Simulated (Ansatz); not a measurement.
CoSi$_{2}$ under pressure

The calculation used Ansatz 0.2.0, DFT PBE, scalar-relativistic, plane waves, PAW. Run with 420 eV cutoff, 14×14×14 k-mesh, Gaussian smearing of 0.10 eV, no spin polarisation.

The relaxed crystal:

```yaml
crystal:
  lattice:
    - [0.00000, 2.67994, 2.67994]
    - [2.67994, 0.00000, 2.67994]
    - [2.67994, 2.67994, 0.00000]
  atoms:
    - { symbol: Co, position: [0.00000, 0.00000, 0.00000] }
    - { symbol: Si, position: [0.25000, 0.25000, 0.25000] }
    - { symbol: Si, position: [0.75000, 0.75000, 0.75000] }
```

Cell and atoms are relaxed at each pressure within the symmetry of the start, at zero temperature, so transitions that lower the symmetry aren't seen. The k-mesh given is that at zero pressure and may differ at others. a, b and c are the lengths of the cell vectors above. ΔH is E + PV over the energy at zero pressure.

```csv
P (GPa),V (Å³/atom),V/V0,a (Å),b (Å),c (Å),ΔH (eV/atom)
-1,12.90,1.006,3.797,3.797,3.797,-0.080
0,12.83,1.000,3.790,3.790,3.790,0.000
1,12.76,0.994,3.783,3.783,3.783,0.080
4,12.56,0.979,3.763,3.763,3.763,0.317
12,12.10,0.943,3.717,3.717,3.717,0.932
25,11.50,0.897,3.655,3.655,3.655,1.889
50,10.66,0.831,3.563,3.563,3.563,3.614
90,9.75,0.760,3.458,3.458,3.458,6.155
```